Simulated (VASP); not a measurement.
# MgO: convergence, infrared activities and static dielectric tensor

MgO, Fm-3m (no. 225), 2 atoms in the cell. R2SCAN, infrared activities and static dielectric tensor; PAW potentials Mg, O (PBE set). VASP 6.6.1.

Wanted: optical frequencies within 3 cm⁻¹; high-frequency dielectric tensor within 1 %; static dielectric tensor within 3 %; Born charges within 0.03 e.

Geometry: relaxed with this functional.

POSCAR:
```
MgO
1.0
    0.0000000000      2.0965814180      2.0965814180
    2.0965814180      0.0000000000      2.0965814180
    2.0965814180      2.0965814180      0.0000000000
Mg O
1 1
Direct
    0.0000000000      0.0000000000      0.0000000000
    0.5000000000      0.5000000000      0.5000000000
```

## k mesh

| k mesh | Optical frequencies, largest deviation (cm⁻¹) | High-frequency dielectric tensor | Static dielectric tensor | Born charges, largest deviation (e) | SCF iterations | Time (s) |
|---|---|---|---|---|---|---|
| 6x6x6 | 0.0 | 2.911 | 9.149 | 0.000 | 107 | 624 |
| 8x8x8 | 0.0 | 2.916 | 9.153 | 0.000 | 106 | 2036 |
| 10x10x10 (reference) | 0.0 | 2.917 | 9.154 | 0.000 | 106 | 2645 |
| 12x12x12 | ran out of time | ran out of time | ran out of time | ran out of time | 47 | 3060 |

## Question

The rows run from the loosest to the tightest. For each series: choose the loosest value from which every tighter one stays within half of the tolerance.

## Answer

- k mesh: 6x6x6

## The input

INCAR:
```
SYSTEM = MgO
PREC     = Accurate       ! precision mode
ENCUT    = 520            ! plane-wave cutoff, eV
EDIFF    = 1E-8           ! SCF threshold, eV
ISMEAR   = 0              ! smearing method
SIGMA    = 0.02           ! smearing width, eV
LREAL    = .FALSE.        ! projectors in reciprocal space
LASPH    = .TRUE.         ! aspherical terms in the spheres
ALGO     = Normal         ! electronic algorithm
NELM     = 120            ! most SCF steps
LWAVE    = .FALSE.        ! write WAVECAR
LCHARG   = .FALSE.        ! write CHGCAR
METAGGA  = R2SCAN         ! meta-GGA
LMIXTAU  = .TRUE.       
IBRION   = 6              ! ionic algorithm
NFREE    = 2            
POTIM    = 0.015          ! step
NSW      = 1              ! ionic steps
ISIF     = 2              ! what is computed and relaxed
LCALCEPS = .TRUE.       
KPAR     = 1             
```

KPOINTS:
```
Automatic mesh
0
Gamma
  6 6 6
  0 0 0
```

Commands:
```
cat potpaw_PBE.64/Mg/POTCAR potpaw_PBE.64/O/POTCAR > POTCAR
mpirun -np 2 vasp_std > vasp.out
```

The chosen input took VASP 6.6.1 624 s on 2 cores (AMD EPYC 7R43 (Zen 3)), a shared host.

## An input that fails: band parallelism (NCORE) with a finite field

It stopped.

Changes against the starting input:
```
+ NCORE = 2
```
